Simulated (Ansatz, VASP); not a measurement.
# Cross-check of NiHS2 between VASP and Ansatz

One calculation is typed for both programs; each brings its own data sets. How far apart do they land? Of the first pair: The structure shown is the start of the Ansatz relaxation below; VASP solves that cell, so the two are compared at the walk's first step.

Main program and level: Ansatz 0.2.0; plane waves, with VASP 6.6.1 beside it; single point at revPBE.

## (1) Starting point

The cell holds 4 atoms: 1 Ni, 2 S and 1 H. Cell: a = 3.774 Å, b = 3.774 Å, c = 31.395 Å, α = 90.0°, β = 90.0°, γ = 56.1°. Vacuum lies along c. The height across the vacuum is the one that the program set for its solve, not the one typed.

As a file:

```cif
data_structure
_symmetry_space_group_name_H-M 'P 1'
_symmetry_Int_Tables_number 1
_cell_length_a 3.7739
_cell_length_b 3.7739
_cell_length_c 31.3948
_cell_angle_alpha 90.000
_cell_angle_beta 90.000
_cell_angle_gamma 56.115
_cell_volume 371.20
loop_
_atom_site_label
_atom_site_type_symbol
_atom_site_fract_x
_atom_site_fract_y
_atom_site_fract_z
_atom_site_occupancy
Ni1 Ni 0.64932 0.64932 0.28171 1
S2 S 0.00000 0.00000 0.32153 1
S3 S 0.29887 0.29887 0.24293 1
H4 H 0.03903 0.03903 0.36389 1
```

## (2) Ansatz: relaxation, revPBE

Ansatz runs on its default PAW (the set named soft_2) files.

The two programs are compared at the cell with which this relaxation starts, whose forces are those of its first step.

File input.yaml:

```yaml
crystal:
  lattice:
    - [3.7739399507, -5.0e-10, 0.0]
    - [2.10405227, 3.1329836892, 0.0]
    - [0.0, 0.0, 19.05109177]
  atoms:
    - { symbol: Ni, position: [0.64932007, 0.64932007, 0.46423671], spin: 1.0 }
    - { symbol: S, position: [0.0, 0.0, 0.5298526] }
    - { symbol: S, position: [0.29886798, 0.29886798, 0.40033677] }
    - { symbol: H, position: [0.03902618, 0.03902618, 0.59966323] }
  periodic: [true, true, false]
magnetization:
  spin_polarized: true
kpoints:
  mp_grid: { grid: [7, 7, 1] }
scf:
  occupations: { method: fermi_dirac, width: 0.05 }
hamiltonian:
  xc: revpbe
output:
  forces: true
  stress: true
  write_density: true
  write_potential: true
  elf: true
  volumetric_format: npy
relax:
  f_tol: 0.02
  max_steps: 50
  cell: {}
```

Run with:

```
$ ansatz run input.yaml --threads 1 --pin off --max-ram 4096MiB --backend cpu --events-out ev --progress --plain --runs-dir out
```

Numbers of over 12 decimals in the logs are rounded to 6 here.

The log of the run:

```text
Warning: crystal.periodic: the lattice vector that does not repeat stood 0.000° off the slab's normal, 19.051 Å along it as the deck builds it. The run solves the slab on a vector along the normal, 31.395 Å long, with every atom where it was (on the deck's vector they left 15.25 Å outside them, and the widest stretch free of ions among them is 1.33 Å). A fractional position that the run reports is one of the run's ce [...]
crystal.periodic: the lattice vector that does not repeat stood 0.000° off the slab's normal, 19.051 Å along it as the deck builds it. The run solves the slab on a vector along the normal, 31.395 Å long, with every atom where it was (on the deck's vector they left 15.25 Å outside them, and the widest stretch free of ions among them is 1.33 Å). A fractional position that the run reports is one of the run's cell, which [...]
Engine: ansatz 0.2.0, aarch64-unknown-linux-gnu
Pseudopotentials: kind: paw
Pseudopotential: Ni, paw, valence charge 18, recommended cutoff 420 eV (normal), Ni.paw.azcp
Pseudopotential: S, paw, valence charge 6, recommended cutoff 420 eV (normal), S.paw.azcp
Pseudopotential: H, paw, valence charge 1, recommended cutoff 420 eV (normal), H.paw.azcp
Functional definition: revPBE
  parameter kappa = 1.245
  parameter beta = 0.066725
  exchange = pbe_x(kappa = kappa, mu = beta*pi^2/3)
  correlation = pbe_c(beta = beta)
Crystal: 4 atoms, lattice volume = 371.202 Å³
Basis set: ecut = 420 eV, 7219 PW (Γ), exchange–correlation on 54×54×432 points (8 copies of the dense FFT grid, shifted against one another)
Bands: 20, of which v1, the nominal top of the filled ones, is band 16 counted from 1 (15 counted from 0)
Symmetry: 2 space group operations
Space group: Cm (ITA 8), of the structure as read, at distance tolerance 7.2e-5 Å
Magnetic group: BNS 8.32 (UNI 39), of the structure as read, at distance tolerance 7.2e-5 Å
k-points: 16 of 49 (time reversal used)
Non-local potential: Ni, projectors of the file, l = 0: 3, l = 1: 2, l = 2: 3, l = 3: 1
Non-local potential: S, projectors of the file, l = 0: 2, l = 1: 2, l = 2: 2
Non-local potential: H, projectors of the file, l = 0: 2, l = 1: 1
PAW form: soft (Blöchl's): semilocal exchange-correlation on the pseudo side does not see the compensation charge
PAW frozen core: Ni, regenerated for the run's functional, and the local potential with it (the file was generated under x = pbe(κ = 0.804, μ = 0.219515), c = pbe(β = 0.066725))
PAW frozen core: S, regenerated for the run's functional, and the local potential with it (the file was generated under x = pbe(κ = 0.804, μ = 0.219515), c = pbe(β = 0.066725))
PAW one-centre angular grid: Ni, 590 points (default); XC on 64 Gauss nodes
[...]
SCF iter   4: F=—  HF=-7668.894861 eV  |F-HF|=—  |Δ(HF+E_count)|=   1.06e-5  Δρ=7.70e-6 (↑7.70e-6 ↓7.70e-6)  dr2=5.44e-7  dr2_m=3.91e-13  M=0.000 μB ∫|m|=0.000 μB  β_m=0.71  ethr=1.44e-8  ⟨swp⟩=2.3  Hψ=960  notcnv=0
SCF iter   5: F=—  HF=-7668.894868 eV  |F-HF|=—  |Δ(HF+E_count)|=   6.52e-6  Δρ=1.22e-6 (↑1.22e-6 ↓1.22e-6)  dr2=2.83e-8  dr2_m=7.11e-14  M=0.000 μB ∫|m|=0.000 μB  β_m=0.65  ethr=1.75e-9  ⟨swp⟩=3.3  Hψ=1532  notcnv=0
SCF iter   6: F=—  HF=-7668.894868 eV  |F-HF|=—  |Δ(HF+E_count)|=   1.86e-7  Δρ=7.08e-7 (↑7.07e-7 ↓7.08e-7)  dr2=1.07e-8  dr2_m=2.01e-14  M=0.000 μB ∫|m|=0.000 μB  β_m=0.54  ethr=9.12e-11  ⟨swp⟩=2.4  Hψ=1048  notcnv=0
SCF iter   7: F=—  HF=-7668.894868 eV  |F-HF|=—  |Δ(HF+E_count)|=   1.89e-9  Δρ=4.45e-7 (↑4.40e-7 ↓4.45e-7)  dr2=1.58e-9  dr2_m=2.44e-14  M=0.000 μB ∫|m|=0.000 μB  β_m=0.44  ethr=3.47e-11  ⟨swp⟩=2.5  Hψ=1081  notcnv=0
SCF iter   8: F=—  HF=-7668.894868 eV  |F-HF|=—  |Δ(HF+E_count)|=   7.45e-9  Δρ=1.37e-7 (↑1.34e-7 ↓1.37e-7)  dr2=1.17e-10  dr2_m=1.35e-14  M=0.000 μB ∫|m|=0.000 μB  β_m=0.72  ethr=5.09e-12  ⟨swp⟩=2.4  Hψ=1039  notcnv=0
SCF iter   9: F=—  HF=-7668.894868 eV  |F-HF|=—  |Δ(HF+E_count)|=   1.82e-8  Δρ=1.33e-7 (↑1.31e-7 ↓1.33e-7)  dr2=1.49e-10  dr2_m=5.91e-15  M=0.000 μB ∫|m|=0.000 μB  β_m=0.72  ethr=1.00e-12  ⟨swp⟩=3.0  Hψ=1327  notcnv=0
SCF iter  10: F=—  HF=-7668.894868 eV  |F-HF|=—  |Δ(HF+E_count)|=   1.89e-9  Δρ=2.09e-8 (↑1.62e-8 ↓2.09e-8)  dr2=3.11e-12  dr2_m=1.84e-14  M=0.000 μB ∫|m|=0.000 μB  β_m=0.86  ethr=1.00e-12  ⟨swp⟩=2.5  Hψ=820  notcnv=0
SCF iter  11: F=-7668.894868 eV  HF=-7668.894868 eV  |F-HF|=2.55e-11  |Δ(HF+E_count)|=  2.73e-12  Δρ=1.49e-8 (↑1.41e-8 ↓1.49e-8)  dr2=1.59e-12  dr2_m=5.82e-16  M=0.000 μB ∫|m|=0.000 μB  ethr=1.00e-12  ⟨swp⟩=8.3  Hψ=3990  notcnv=0
the starting moments were not kept: the SCF closed with an absolute magnetisation of 3.0e-8 μB, where they sum to 1 μB in size (1 site). That is at most 0.1 of that sum. Measured as dr2_m measures the in/out step, that magnetisation stands 3.8e-16 eV from none, at or under the dr2_threshold of 2.1e-11 eV: it is no larger than a step whose dr2_m would equal this threshold.
SCF 15 converged in 11 iterations: F = -7668.894868 eV  dr2 = 1.59e-12
relax step  15: F+E_penalty+E_count = -7668.89486772 eV  Δ(F+E_penalty+E_count) = +1.587e-3 eV  max|allowed force component| = 2.552e-3 eV/Å  Δτ_max = 0.0000 Å  P = -0.012 N/m  Ω = 343.696 Å³  fix = [c, alpha, beta]  reactions: c -0.000 N/m; alpha +0.000, beta +0.000 N/m/rad  stress off target by 1.50e-2 N/m on what of the cell is left free  SCF on the basis re-selected at this cell (its energy is not comparable with the rows above)  (11 SCF iters)
basis re-selected at this cell: Δ(F+E_penalty+E_count) = +1.587e-3 eV, ΔP = -0.003 N/m vs the last step (what re-selecting the basis moved, of the pressure what is left beyond the Pulay correction that the steps carried, after the strain that the cell walked since its last selection, with what the two solves' SCF thresholds leave and, on support functions, any second-order correction that the steps lacked; it is no measure of the basis error at this ecutwfc). The dense FFT grid was sized anew with the basis: this SCF ran on 25×25×216 points, the steps before it on 27×27×216, so part of this shift can come from that change (see relax.cell in the input reference). [rest of the remark cut]
WARN: The output density's exchange-correlation potential varies sharply where the density is thin. Do not read a vacuum level from v_tot or v_xc, or from such a field of the output density. On a cell that repeats whose density bears no net charge and no dipole along the vacuum's axis use v_es (v_loc + v_h of the components); under efield.dipole_correction with no amplitude use v_es + v_field, which holds any externa [...]
SCF converged after 11 iterations
Magnetization: 0.0000 μB (15.5000 up, 15.5000 down)
Absolute magnetization: 0.0000 μB (∫|ρ↑−ρ↓|, with the PAW one-centre terms)
Spin contamination: 0.0000 ħ² per cell (⟨S²⟩ above its minimum at these occupations)
Per-site moments (μB) at R_I (Å): [(-7.856229206052308e-9, 0.912660), (9.781238090014573e-10, 0.562591), (6.080114103762388e-9, 0.912660), (-2.1757542594761568e-10, 0.562591)]
Free energy (F): -7668.894868 eV
Harris-Foulkes:  -7668.894868 eV  (|F-HF|=2.55e-11)
Internal energy: -7668.878103 eV  (E = F + TS)
E sigma→0 (E₀):  -7668.886486 eV
Entropy (-TS):   -0.016764 eV (-4.191 meV/atom)
Fermi energy:    -5.193616 eV
--- Per-component energies (eV) ---
  E_band       = -856.474060
  E_kinetic    = 506.272234
  E_local      = -58615.951151  (includes V_loc(G=0)·N_el)
  E_nonlocal   = 693.140432
  E_hartree    = 28693.621701
  E_xc         = -286.661899
  E_vxc        = -293.305879  (∫ρ·V_xc dr)
  E_paw        = -2838.559062  (= ΣΔE_a)
  E_vpaw       = -533.872594  (= ΣTr[D̂ρ^β])
  E_aug_tail   = -0.000642  (compensation charges beyond the density's cutoff)
  E_ewald      = 24179.346794
  E_core_change = -0.086511  (= ΣΔE_core)
  E_smearing   = -0.016764  (= −TS)
  E_closure    = -0.000000  (closes the sum)
  Σ components = -7668.894868   (vs F -7668.894868, Δ=0.00e0)
--- Forces (eV/Å), atoms counted from 1 ---
  atom   1  Ni     0.00128300     0.00068384    -0.00059493
  atom   2  S      0.00106343     0.00056681     0.00192508
  atom   3  S      0.00020582     0.00010970     0.00001907
  atom   4  H     -0.00255163    -0.00136002    -0.00134847
  max |Σ_I F_I| component: 7.47e-7 eV/Å
--- 2D stress c σ (N/m, compression-positive) ---
       -0.010662       0.002296      -0.000000
        0.002296      -0.013746       0.000000
       -0.000000       0.000000      -0.000000
  P = ½ c Tr σ = -0.0122 N/m
--- Band table (eV; the first three rows and the last of 32) ---
  k-point 0 ↑: bands = [... 12 lower, -6.6421, -5.2902, -5.2642, -4.1173, -3.2548, -1.4395, -0.7087, -0.1617]
  k-point 1 ↑: bands = [... 12 lower, -6.9532, -5.7253, -5.1889, -4.4204, -3.8912, -1.0734, -0.4086, 0.1992]
  k-point 2 ↑: bands = [... 12 lower, -6.9796, -6.2108, -5.6683, -4.8058, -4.1795, -0.8001, 0.2105, 0.8537]
  k-point 15 ↓: bands = [... 12 lower, -6.8558, -6.5147, -6.0703, -5.8733, -4.0790, -0.6884, 1.4578, 2.3684]
  the weakly bound empty levels are not read free of the cell's end (no_gap_told)
--- Relaxed structure (14 steps of the walk, 13 accepted, 1 SCFs on fresh bases) ---
  F+E_penalty+E_count = -7668.89486772 eV   max|allowed force component| = 2.552e-3 eV/Å   (the final SCF, on the basis selected at the relaxed cell)
  cell:  # Å, volume = 343.6955 Å³
    - [3.692799, 0.089035, 0]
    - [2.132728, 3.015985, 0]
    - [0, 0, 31.394773]
  atoms:
    - { symbol: Ni, position: [0.569381, 0.569381, 0.281111] }
    - { symbol: S, position: [-0.00134518, -0.00134518, 0.328783] }
    - { symbol: S, position: [0.238369, 0.238369, 0.250884] }
    - { symbol: H, position: [0.180809, 0.180809, 0.349282] }
```

[end of part 1 of 2]

[Lines on the potential files, build, host, timing and source positions are cut from VASP's logs without a mark.]

[Logs are printed without paths, hosts, clocks, repeated set-up lines and the standing remarks that a program may print on its own settings, such as how far it seeks lower states.]

[Hosts, paths, dates, database ids (printed as entryN), source tags and the programs' standing remarks are cut or masked in the printed files.]
